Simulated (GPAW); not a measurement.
# SnSe (Fm-3m) in GPAW: notebook

Aim: see how the results for SnSe move with the level of theory and the settings. Levels: TB-mBJ, LDA. Tasks: single point, RPA correlation energy.

Everything below comes from runs of GPAW 26.7.0. Logs are shortened: lines on timing, memory, paths and dates and some standing lists are left out, and cuts for length are marked. The log counts tension as positive stress, the text compression.

## 1. Starting point

Symmetry: Fm-3m, No. 225, cubic system. Conventional cell: a = 6.020 Å, b = 6.020 Å, c = 6.020 Å, α = 90.00°, β = 90.00°, γ = 90.00°. Around Sn (site symmetry m-3m) lie 6 Se at 3.01 Å. Se (site symmetry m-3m) is surrounded by 6 Sn at 3.01 Å.

Measurements of this composition are mostly on another form, of space group No. 62.

## 2. Single point, TB-mBJ

File run.py:

```python
from ase import Atoms
from ase.dft.bandgap import bandgap
from ase.io import write
from gpaw import GPAW, PW

atoms = Atoms(['Sn', 'Se'],
              cell=[[0.0, 3.01, 3.01],
                    [3.01, 0.0, 3.01],
                    [3.01, 3.01, 0.0]],
              scaled_positions=[[0.0, 0.0, 0.0],
                                [0.5, 0.5, 0.5]],
              pbc=True)

calc = GPAW(mode=PW(600),
            xc='TB09',
            kpts={'size': (8, 8, 8), 'gamma': True},
            occupations={'name': 'fermi-dirac', 'width': 0.05},
            nbands=19,
            convergence={'density': 1e-05, 'energy': 1e-05},
            eigensolver='cg',
            maxiter=150,
            txt='gpaw.txt')
atoms.calc = calc
energy = atoms.get_potential_energy()
calc.write('gs.gpw')
write('result.traj', atoms)
print('Fermi level:', round(calc.get_fermi_level(), 4), 'eV')
print(f'Gap: {bandgap(calc)[0]:.4f} eV, direct: {bandgap(calc, direct=True)[0]:.4f} eV')
```

Potentials or basis: GPAW PAW data sets for LDA (gpaw-data 1.2.1), pw.

Started as:

```sh
OMP_NUM_THREADS=1 python run.py
```

gpaw.txt:

```text
___ ___ ___ _ _ _
 |   |   |_  | | | |
 | | | | | . | | | |
 |__ |  _|___|_____|  26.7.0
 |___|_|

Input parameters:
  convergence: {density: 1e-05,
                energy: 1e-05}
  eigensolver: cg
  kpts: {gamma: True,
         size: (8, 8, 8)}
  maxiter: 150
  mode: {ecut: 600.0,
         name: pw}
  nbands: 19
  occupations: {name: fermi-dirac,
                width: 0.05}
  xc: TB09

System changes: positions, numbers, cell, pbc, initial_charges, initial_magmoms

Initialize ...

species:
  Sn:
    name:    Tin
    Z:       50.0
    valence: 14
    core:    36
    charge:  0.0  # [|e|]
    compensation charges:
      type: gauss
      rc: 0.38  # [Å]
      lmax: 2
    cutoffs:
      filter: 2.23  # [Å]
      core: 2.35  # [Å]
    projectors
    | kind |    occ | energy [eV] | rcut [Å] |
    |------|--------|-------------|----------|
    |   5s |  2.000 |     -10.799 |    1.201 |
    |   5p |  2.000 |      -3.869 |    1.270 |
    |   4d | 10.000 |     -25.910 |    1.185 |
    |    s |        |      16.413 |    1.201 |
    |    p |        |      23.342 |    1.270 |
    |    d |        |       1.302 |    1.185 |

    Using partial waves for Sn as LCAO basis

  Se:
    name:    Selenium
    Z:       34.0
    valence: 6
    core:    28
    charge:  0.0  # [|e|]
    compensation charges:
      type: gauss
      rc: 0.27  # [Å]
      lmax: 2
    cutoffs:
      filter: 1.77  # [Å]
      core: 2.67  # [Å]
    projectors
    | kind |    occ | energy [eV] | rcut [Å] |
    |------|--------|-------------|----------|
    |   4s |  2.000 |     -17.472 |    0.847 |
    |   4p |  4.000 |      -6.656 |    1.005 |
    |    s |        |       9.739 |    0.847 |
    |    p |        |      20.555 |    1.005 |
    |    d |        |       0.000 |    0.847 |

    Using partial waves for Se as LCAO basis

Reference energy: -233882.760451  # eV

Spin-paired calculation

Convergence criteria:
 Maximum [total energy] change in last 3 cyles: 1e-05 eV / valence electron
 Maximum integral of absolute [dens]ity change: 1e-05 electrons / valence electron
 Maximum integral of absolute [eigenst]ate change: 4e-08 eV^2 / valence electron
 Maximum number of scf [iter]ations: 150
 (Square brackets indicate name in SCF output, whereas a 'c' in
 the SCF output indicates the quantity has converged.)

Symmetries present (total): 48

  ( 1  0  0)  ( 1  0  0)  ( 1  0  0)  ( 1  0  0)  ( 1  0 -1)  ( 1  0 -1)
  ( 1  0 -1)  ( 1 -1  0)  ( 0  1  0)  ( 0  0  1)  ( 1  0  0)  ( 1 -1  0)
  ( 1 -1  0)  ( 1  0 -1)  ( 0  0  1)  ( 0  1  0)  ( 1 -1  0)  ( 1  0  0)

  ( 1  0 -1)  ( 1  0 -1)  ( 1 -1  0)  ( 1 -1  0)  ( 1 -1  0)  ( 1 -1  0)
  ( 0  1 -1)  ( 0  0 -1)  ( 1  0  0)  ( 1  0 -1)  ( 0 -1  1)  ( 0 -1  0)
  ( 0  0 -1)  ( 0  1 -1)  ( 1  0 -1)  ( 1  0  0)  ( 0 -1  0)  ( 0 -1  1)

  ( 0  1  0)  ( 0  1  0)  ( 0  1  0)  ( 0  1  0)  ( 0  1 -1)  ( 0  1 -1)
  ( 1  0  0)  ( 0  1 -1)  ( 0  0  1)  (-1  1  0)  ( 1  0 -1)  ( 0  1  0)
  ( 0  0  1)  (-1  1  0)  ( 1  0  0)  ( 0  1 -1)  ( 0  0 -1)  (-1  1  0)

  ( 0  1 -1)  ( 0  1 -1)  ( 0  0  1)  ( 0  0  1)  ( 0  0  1)  ( 0  0  1)
  ( 0  0 -1)  (-1  1  0)  ( 1  0  0)  ( 0  1  0)  ( 0 -1  1)  (-1  0  1)
  ( 1  0 -1)  ( 0  1  0)  ( 0  1  0)  ( 1  0  0)  (-1  0  1)  ( 0 -1  1)

  ( 0  0 -1)  ( 0  0 -1)  ( 0  0 -1)  ( 0  0 -1)  ( 0 -1  1)  ( 0 -1  1)
  ( 1  0 -1)  ( 0  1 -1)  ( 0 -1  0)  (-1  0  0)  ( 1 -1  0)  ( 0  0  1)
  ( 0  1 -1)  ( 1  0 -1)  (-1  0  0)  ( 0 -1  0)  ( 0 -1  0)  (-1  0  1)

  ( 0 -1  1)  ( 0 -1  1)  ( 0 -1  0)  ( 0 -1  0)  ( 0 -1  0)  ( 0 -1  0)
  ( 0 -1  0)  (-1  0  1)  ( 1 -1  0)  ( 0  0 -1)  ( 0 -1  1)  (-1  0  0)
  ( 1 -1  0)  ( 0  0  1)  ( 0 -1  1)  (-1  0  0)  ( 1 -1  0)  ( 0  0 -1)

  (-1  1  0)  (-1  1  0)  (-1  1  0)  (-1  1  0)  (-1  0  1)  (-1  0  1)
  ( 0  1  0)  ( 0  1 -1)  (-1  0  1)  (-1  0  0)  ( 0  0  1)  ( 0 -1  1)
  ( 0  1 -1)  ( 0  1  0)  (-1  0  0)  (-1  0  1)  ( 0 -1  1)  ( 0  0  1)

  (-1  0  1)  (-1  0  1)  (-1  0  0)  (-1  0  0)  (-1  0  0)  (-1  0  0)
  (-1  1  0)  (-1  0  0)  ( 0  0 -1)  ( 0 -1  0)  (-1  1  0)  (-1  0  1)
  (-1  0  0)  (-1  1  0)  ( 0 -1  0)  ( 0  0 -1)  (-1  0  1)  (-1  1  0)

512 k-points: 8 x 8 x 8 Monkhorst-Pack grid + [1/16,1/16,1/16]
29 k-points in the irreducible part of the Brillouin zone
       k-points in crystal coordinates                weights
   0:     0.00000000    0.00000000    0.00000000          1/512
   1:     0.12500000    0.12500000    0.00000000          6/512
   2:     0.12500000    0.12500000    0.12500000          8/512
   3:     0.25000000    0.12500000    0.12500000         12/512
   4:     0.25000000    0.25000000    0.00000000          6/512
   5:     0.25000000    0.25000000    0.12500000         24/512
   6:     0.25000000    0.25000000    0.25000000          8/512
   7:     0.37500000    0.25000000   -0.37500000         24/512
   8:     0.37500000    0.25000000    0.12500000         24/512
   9:     0.37500000    0.25000000    0.25000000         24/512
          ...
  28:     0.50000000    0.50000000    0.50000000          4/512

Wave functions: Plane wave expansion
  Cutoff energy: 600.000 eV
  Number of coefficients (min, max): 1772, 1841
  Pulay-stress correction: 0.000000 eV/Ang^3 (de/decut=0.000000)
  Using FFTW library
  ScaLapack parameters: grid=1x1, blocksize=None
  Wavefunction extrapolation:
    Improved wavefunction reuse through dual PAW basis

Occupation numbers: Fermi-Dirac:
  width: 0.0500  # eV

Eigensolver
   CG(niter=4, rtol=3.0e-01)

Densities:
  Coarse grid: 25*25*25 grid
  Fine grid: 50*50*50 grid
  Total Charge: 0.000000

Density mixing:
  Method: separate
  Backend: msr1
  Linear mixing parameter: 0.05
  old densities: 10
  Width of damping distribution: 1.1
  Damping of long wavelength oscillations: 20

Hamiltonian:
  XC and Coulomb potentials evaluated on a 50*50*50 grid
  Using the TB09 Exchange-Correlation functional
  External potential:
    NoExternalPotential

XC parameters: TB09 with 2 nearest neighbor stencil

Number of atoms: 2
Number of atomic orbitals: 13
Number of bands in calculation: 19
Number of valence electrons: 20
Bands to converge: occupied

... initialized

Initializing position-dependent things.

Density initialized from atomic densities
Creating initial wave functions:
  13 bands from LCAO basis set
  6 bands from random numbers

                Se

       Sn

Atomic positions and initial magnetic moments

Positions:
   0 Sn     0.000000    0.000000    0.000000    ( 0.0000,  0.0000,  0.0000)
   1 Se     3.010000    3.010000    3.010000    ( 0.0000,  0.0000,  0.0000)

Unit cell:
           periodic     x           y           z      points  spacing
  1. axis:    yes    0.000000    3.010000    3.010000    25     0.1390
  2. axis:    yes    3.010000    0.000000    3.010000    25     0.1390
  3. axis:    yes    3.010000    3.010000    0.000000    25     0.1390

  Lengths:   4.256783   4.256783   4.256783
  Angles:   60.000000  60.000000  60.000000

Effective grid spacing dv^(1/3) = 0.1517

iter:   1  6631.662371
iter:   2  6633.674302   +1.64  -0.89
iter:   3  6634.884059   +0.95  -0.94
iter:   4  6634.272469   +0.06  -1.42
iter:   5  6635.343253   -0.83  -1.34
iter:   6  6636.526275   -1.09  -1.38
iter:   7  6638.183459   -1.16  -1.52
iter:   8  6638.732126   -1.66  -1.73
iter:   9  6637.971344   -1.37  -1.88
iter:  10  6638.088004   -1.78  -1.91
iter:  11  6637.988483   -2.43  -2.12
[... 5 lines left out ...]
iter:  17  6638.277756   -3.85  -3.11
iter:  18  6638.297494   -4.48  -3.03
iter:  19  6638.315751   -4.79  -3.07
iter:  20  6638.345659   -4.69  -3.14
iter:  21  6638.366190   -4.97  -3.46
iter:  22  6638.374234   -5.16  -3.76
iter:  23  6638.377038   -5.25  -4.10
iter:  24  6638.374043   -6.05  -4.27
iter:  25  6638.371837   -6.42  -4.81
iter:  26  6638.372514   -6.57  -4.94
iter:  27  6638.372820   -7.49c -5.26c
iter:  28  6638.372805   -8.28c -5.84c
iter:  29  6638.372825c  -8.85c -5.94c

Converged after 29 iterations.

Dipole moment: (0.000000, 0.000000, 0.000000) |e|*Ang

Energy contributions relative to reference atoms: (reference = -233882.760451)

Kinetic:        +18.986921
Potential:      -17.192913
External:        +0.000000
XC:            +6637.284376
Entropy (-ST):   -0.000371
Local:           -0.705374
SIC:             +0.000000
--------------------------
Free energy:   +6638.372640
Extrapolated:  +6638.372825

Showing only first 2 kpts
 Kpt  Band  Eigenvalues  Occupancy
  0     8      3.85107    2.00000
  0     9      3.85108    2.00000
  0    10     10.87468    0.00000
  0    11     10.87468    0.00000

  1     8      3.61371    2.00000
  1     9      4.93852    2.00000
  1    10      8.78589    0.00000
  1    11     10.71939    0.00000

Fermi level: 6.78495

Gap: 0.272 eV
Transition (v -> c):
  (s=0, k=28, n=9, [0.50, 0.50, 0.50]) -> (s=0, k=28, n=10, [0.50, 0.50, 0.50])
No difference between direct/indirect transitions
Writing to gs.gpw (mode='')
```

Run time: 52 s. Hardware: 1 thread of Arm Neoverse V2, shared host; peak memory 0.3 GiB.

Results:

```yaml
Band_gap_on_the_k_mesh: 0.27 eV, direct
```

Caveat: a model potential gives levels but no total energy; the PAW data sets were made with another functional, which shifts forces and pressure a little; spin-orbit coupling is left out, which moves the levels of the heavy elements.

## 3. RPA correlation energy, LDA

File run.py:

```python
import numpy as np
from ase import Atoms
from ase.units import Bohr, Ha
from gpaw import GPAW, PW
from gpaw.hybrids.energy import non_self_consistent_energy
from gpaw.xc.rpa import RPACorrelation

atoms = Atoms(['Sn', 'Se'],
              cell=[[0.0, 3.01, 3.01],
                    [3.01, 0.0, 3.01],
                    [3.01, 3.01, 0.0]],
              scaled_positions=[[0.0, 0.0, 0.0],
                                [0.5, 0.5, 0.5]],
              pbc=True)

for x in [0.94, 0.97, 1.0, 1.03, 1.06]:
    ecuts = np.array([128.0, 160.0, 200]) * x**(-2 / 3)  # the same plane waves at each volume
    a = atoms.copy()
    a.set_cell(atoms.cell * x**(1 / 3), scale_atoms=True)
    calc = GPAW(mode=PW(450),
                xc='LDA',
                kpts={'size': (3, 3, 3), 'gamma': True},
                occupations={'name': 'fermi-dirac', 'width': 0.001},
                nbands=19,
                convergence={'density': 1e-06},
                maxiter=150,
                txt=f'gs-{x:.2f}.txt')
    a.calc = calc
    dft = a.get_potential_energy(force_consistent=True)
    calc.write(f'gs-{x:.2f}.gpw')
    exx = non_self_consistent_energy(calc, 'EXX').sum()
    calc.diagonalize_full_hamiltonian(nbands=int(a.get_volume() / Bohr**3 * (ecuts[-1] / Ha)**1.5 * 2**0.5 / 3 / np.pi**2 * 1.15) + 30)
    calc.write(f'full-{x:.2f}.gpw', mode='all')
    ec = RPACorrelation(f'full-{x:.2f}.gpw', ecut=ecuts, nfrequencies=12, skip_gamma=False, txt=f'rpa-{x:.2f}.txt').calculate()
    slope, ec_inf = np.polyfit(ecuts**-1.5, ec, 1)
    print(f'V = {a.get_volume():.4f} A^3: DFT {dft:.5f}, EXX {exx:.5f}, correlation', *ec.round(5), f'extrapolated {ec_inf:.5f}, total {exx + ec_inf:.5f} eV', flush=True)
```

Potentials or basis: the program's PAW data sets (release 1.2.1) made for this functional, pw.

Started as:

```sh
OMP_NUM_THREADS=1 python run.py
```

Output:

```text
Non-self-consistent RPA correlation energy

Atoms                          : SeSn
Ground state XC functional     : LDA
Valence electrons              : 20
Number of bands                : 432
Number of spins                : 1
Number of k-points             : 27
Number of irreducible k-points : 4
Number of irreducible q-points : 4

    q: [0.0000 0.0000 0.0000] - weight: 0.037
    q: [0.3333 0.3333 0.6667] - weight: 0.444
    q: [0.3333 0.3333 0.0000] - weight: 0.222
    q: [0.3333 0.3333 0.3333] - weight: 0.296

Analytical coupling constant integration

Frequencies
    Gauss-Legendre integration with 12 frequency points
    Transformed from [0,oo] to [0,1] using e^[-aw^(1/B)]
    Highest frequency point at 800.0 eV and B=2.0

    G-vector decomposition        : 1

Response function bands : Equal to number of plane waves
Plane wave cutoffs (eV) : 133.390 166.738 208.423
No Coulomb truncation

# 0
q = [0.000 0.000 0.000]
E_cut = 133 eV / Bands = 169:
E_c(q) = -16.651 eV
E_cut = 166 eV / Bands = 259:
E_c(q) = -17.544 eV
E_cut = 208 eV / Bands = 339:
E_c(q) = -17.949 eV

# 1
q = [0.333 0.333 0.667]
E_cut = 133 eV / Bands = 186:
E_c(q) = -16.235 eV
E_cut = 166 eV / Bands = 246:
E_c(q) = -16.828 eV
E_cut = 208 eV / Bands = 353:
E_c(q) = -17.362 eV

# 2
q = [0.333 0.333 0.000]
E_cut = 133 eV / Bands = 174:
E_c(q) = -16.200 eV
E_cut = 166 eV / Bands = 246:
E_c(q) = -16.963 eV
E_cut = 208 eV / Bands = 343:
E_c(q) = -17.463 eV

# 3
q = [0.333 0.333 0.333]
E_cut = 133 eV / Bands = 183:
E_c(q) = -18.123 eV
E_cut = 166 eV / Bands = 256:
E_c(q) = -18.824 eV
E_cut = 208 eV / Bands = 347:
E_c(q) = -19.271 eV

==========================================================

Total correlation energy:
   133:   -16.8022 eV
   167:   -17.4761 eV
   208:   -17.9714 eV

Extrapolated energies:
   133 - 167:  -19.171 eV
   167 - 208:  -19.217 eV
```

Run time: 6.8 min. Hardware: 1 thread of Arm Neoverse V2, shared host; peak memory 0.73 GiB.

Results:

| Item | Value |
| --- | --- |
| Equilibrium volume | 25.97 Å³/atom (rough: see the caveat) |
| Bulk modulus | 36 GPa (rough) |

Energy against volume, from the lowest point:
| volume (Å³/atom) | energy (meV/atom) |
| --- | --- |
| 25.635 | 0.00 |
| 26.453 | 0.33 |
| 27.271 | 7.43 |
| 28.089 | 19.81 |
| 28.907 | 39.33 |

Caveat: the k mesh is coarse (spacing up to 0.60 Å⁻¹), so the values aren't converged; the fit is doubtful: noisy points or a state that changes with volume; this odd mesh misses L, where the gap lies, so gap, dielectric constants and Born charges aren't listed; the long-wavelength limit can be off by a per cent or two.

## 4. For comparison

An earlier run on the cell as given: functional PBEsol; potentials or basis PAW data sets generated in the run's folder for this functional; cutoff 600 eV; basis pw; k mesh 8 × 8 × 8; occupations fermi-dirac, width 0.05 eV; no spin polarisation.

- Pressure: -2.1 GPa
- Band gap on the k mesh: 0.66 eV, direct

## 5. The runs side by side

```tsv
task	level	potentials or basis	k mesh	cutoff (eV)	smearing	response ecut	over volumes	N frequencies	kernel	skip gamma	mesh quality	gap on the mesh (eV)
single point	TB-mBJ	GPAW PAW data sets for LDA (gpaw-data 1.2.1), pw	8 × 8 × 8	600	fermi-dirac 0.05 eV	-	-	-	-	-	not flagged	0.27
RPA correlation energy	LDA	the program's PAW data sets (release 1.2.1) made for this functional, pw	3 × 3 × 3	450	fermi-dirac 0.001 eV	200 eV	yes	12	RPA	no	coarse	-
single point	PBEsol	PAW data sets generated in the run's folder for this functional, pw	8 × 8 × 8	600	fermi-dirac 0.05 eV	-	-	-	-	-	not flagged	0.66
```

Alike in all rows: no spin polarisation; cell as given.

Caveats: some runs use coarse meshes; spin-orbit coupling is left out, which moves the levels of the heavy elements (some runs); a model potential gives levels but no total energy (some runs); the PAW data sets were made with another functional, which shifts forces and pressure a little (some runs); the fit is doubtful: noisy points or a state that changes with volume (some runs); the long-wavelength limit can be off by a per cent or two (some runs).

Absolute energies hang on the potentials; compare differences alone.
